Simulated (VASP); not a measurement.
Se:

```
CELL_PARAMETERS angstrom
4.36620 0.00000 0.00000
-2.18310 3.78124 0.00000
0.00000 0.00000 4.95360
ATOMIC_POSITIONS crystal
Se 0.22540 0.00000 0.33333
Se 0.00000 0.22540 0.66667
Se 0.77460 0.77460 0.00000
```

| Quantity | Value |
| --- | --- |
| Program | VASP 6.6.1 |
| Task | relaxation of cell and atoms |
| Functional | PBE |
| Dispersion | D3(BJ) |
| Potentials or basis | VASP PAW PBE potentials, release 64 (Se) |
| Cutoff | 600 eV |
| k mesh | 9 × 9 × 6 |
| Occupations | gaussian, width 0.03 eV |
| Spin | no spin polarisation |

At the start: pressure 0.9 GPa; volume 27.26 Å³/atom.

Problem. How do energy, volume and symmetry change on relaxing?

Solution. Over 15 steps the energy falls by 25.4 meV/atom and the volume is 24.48 Å³/atom (-10.2 %); space group P3_121 (No. 152, to 0.05 Å).

The path:
| step | energy change (eV) | largest force (eV/Å) | pressure (GPa) | volume (Å³) |
| --- | --- | --- | --- | --- |
| 1 | 0.0000 | 0.4482 | 0.86 | 81.78 |
| 2 | -0.0111 | 0.0980 | -1.80 | 83.51 |
| 3 | -0.0154 | 0.0793 | -0.92 | 82.90 |
| 4 | -0.0280 | 0.0821 | -0.82 | 81.61 |
| 5 | -0.0585 | 0.1045 | -0.28 | 77.77 |
| 6 | -0.0600 | 0.1864 | 2.15 | 70.28 |
| 7 | -0.0717 | 0.1570 | 0.73 | 74.05 |
| 8 | -0.0747 | 0.0748 | -0.61 | 73.96 |
| 9 | -0.0759 | 0.0015 | -0.16 | 74.00 |
| 10 | -0.0759 | 0.0011 | -0.18 | 74.00 |
| 11 | -0.0761 | 0.0056 | -0.10 | 73.67 |
| 12 | -0.0761 | 0.0093 | -0.03 | 73.35 |
| 13 | -0.0761 | 0.0071 | -0.06 | 73.48 |
| 14 | -0.0761 | 0.0100 | 0.06 | 73.43 |
| 15 | -0.0762 | 0.0026 | 0.01 | 73.45 |

Final structure:
```cif
data_structure
_symmetry_space_group_name_H-M 'P 1'
_symmetry_Int_Tables_number 1
_cell_length_a 4.0647
_cell_length_b 4.0647
_cell_length_c 5.1337
_cell_angle_alpha 90.000
_cell_angle_beta 90.000
_cell_angle_gamma 120.000
_cell_volume 73.45
loop_
_atom_site_label
_atom_site_type_symbol
_atom_site_fract_x
_atom_site_fract_y
_atom_site_fract_z
_atom_site_occupancy
Se1 Se 0.24775 0.00000 0.33333 1
Se2 Se 0.00000 0.24775 0.66667 1
Se3 Se 0.75225 0.75225 0.00000 1
```

Caveat: the volume moved by -10 % from the deposited cell, more than functionals usually miss.
